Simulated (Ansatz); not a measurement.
## Deforming TiO2

```
CELL_PARAMETERS angstrom
4.59400 0.00000 0.00000
0.00000 4.59400 0.00000
0.00000 0.00000 2.95900
ATOMIC_POSITIONS crystal
Ti 0.00000 0.00000 0.00000
Ti 0.50000 0.50000 0.50000
O 0.30600 0.30600 0.00000
O 0.19400 0.80600 0.50000
O 0.69400 0.69400 0.00000
O 0.80600 0.19400 0.50000
```

Atom numbers follow the list: Ti1, Ti2, O3, O4, O5, O6.

The geometry is COD entry 9007432, unchecked; take it as a test cell.

Level of theory: Ansatz 0.2.0, DFT, LDA, all-electron LAPW, scalar-relativistic.

Sampling and basis: a Γ-centred 7×7×10 k mesh, Fermi–Dirac smearing of 0.05 eV, basis error target 0.5 meV/atom, no spin polarisation.

The unchanged cell is at -7.70 GPa.

Semilocal functionals give too small gaps.

x, y and z are the Cartesian axes of the cell as listed; fractional coordinates follow a strain, and an engineering shear is twice the off-diagonal strain component.

With equal xy, yz and zx engineering shear strains of -2 %: energy change +7 meV/atom; stress change (xx, yy, zz, yz, xz, xy) 0.27, 0.27, 0.34, 2.96, 2.96, 4.47 GPa, compression positive; change of the force on O3 (-0.005, -0.005, -0.217) eV/Å; gap on the k mesh 1.85 → 1.85 eV.

With equal xy, yz and zx engineering shear strains of +1 %: energy change +2 meV/atom; stress change (xx, yy, zz, yz, xz, xy) 0.07, 0.07, 0.08, -1.41, -1.41, -2.16 GPa, compression positive; change of the force on O3 (-0.009, -0.009, 0.092) eV/Å; gap on the k mesh 1.85 → 1.85 eV.

Q: With this change (equal xy, yz and zx engineering shear strains of +3 %), what becomes of the energy and stress and forces and gap?

A: Energy change +14 meV/atom; stress change (xx, yy, zz, yz, xz, xy) 0.62, 0.62, 0.69, -4.12, -4.12, -6.33 GPa, compression positive; change of the force on O3 (-0.050, -0.050, 0.255) eV/Å; gap on the k mesh 1.85 → 1.85 eV.
